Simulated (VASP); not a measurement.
Wanted: the native input for a VASP 6.6.1 run.

```yaml
Task: relaxation of cell and atoms
Functional: LDA
Potentials_or_basis: VASP PAW LDA potentials, release 64 (Ag, O)
Cutoff: 600 eV
k_mesh: 5 × 5 × 5
Occupations: fermi-dirac, width 0.05 eV
Spin: no spin polarisation
Further_INCAR_settings: ALGO = Normal; EDIFF = 1e-07; IBRION = 2; EDIFFG = -0.01; NSW = 60; ISIF = 3
```

The structure of Ag2O lies in POSCAR:

```
Ag2O
1.0
    4.7180000000      0.0000000000      0.0000000000
    0.0000000000      4.7180000000      0.0000000000
    0.0000000000      0.0000000000      4.7180000000
Ag O
4 2
Direct
    0.7500000000      0.2500000000      0.7500000000
    0.7500000000      0.7500000000      0.2500000000
    0.2500000000      0.7500000000      0.7500000000
    0.2500000000      0.2500000000      0.2500000000
    0.5000000000      0.5000000000      0.5000000000
    0.0000000000      0.0000000000      0.0000000000
```

These files were run (other wordings do the same):

INCAR

```
SYSTEM = Ag2O
  PREC = Accurate
  ENCUT = 600
  EDIFF = 1E-7
  ISMEAR = -1
  SIGMA = 0.05
  LREAL = .FALSE.
  LASPH = .TRUE.
  NELM = 60
  ALGO = Normal
  ISIF = 3
  LWAVE = .FALSE.
  LCHARG = .FALSE.
  IBRION = 2
  NSW = 60
  EDIFFG = -0.01
```

KPOINTS

```
regular mesh
0
G
  5 5 5
  0 0 0
```

Potentials or basis: VASP PAW LDA potentials, release 64 (Ag, O).

Launch:

```console
$ cat potpaw_LDA.64/Ag/POTCAR potpaw_LDA.64/O/POTCAR > POTCAR
$ mpirun -np 1 vasp_std > vasp.out
```

Results of the run:

The relaxed volume is 16.63 Å³/atom and the relaxed cell is a = 4.638 Å, b = 4.638 Å, c = 4.638 Å, α = 90.00°, β = 90.00°, γ = 90.00°. The space group after relaxing (to 0.05 Å) is Pn-3m (No. 224) and the energy gained by relaxing is 13.4 meV/atom. The ionic steps are 3, the pressure after relaxing is 0.0 GPa and the band gap on the k mesh is 0.11 eV, direct.

Caveat: an odd mesh through Γ misses points on the zone boundary, where band edges often lie.

It took 120 s on 1 thread of Intel(R) Xeon(R) Platinum 8488C (Sapphire Rapids), on a shared host, peak memory 0.21 GiB.
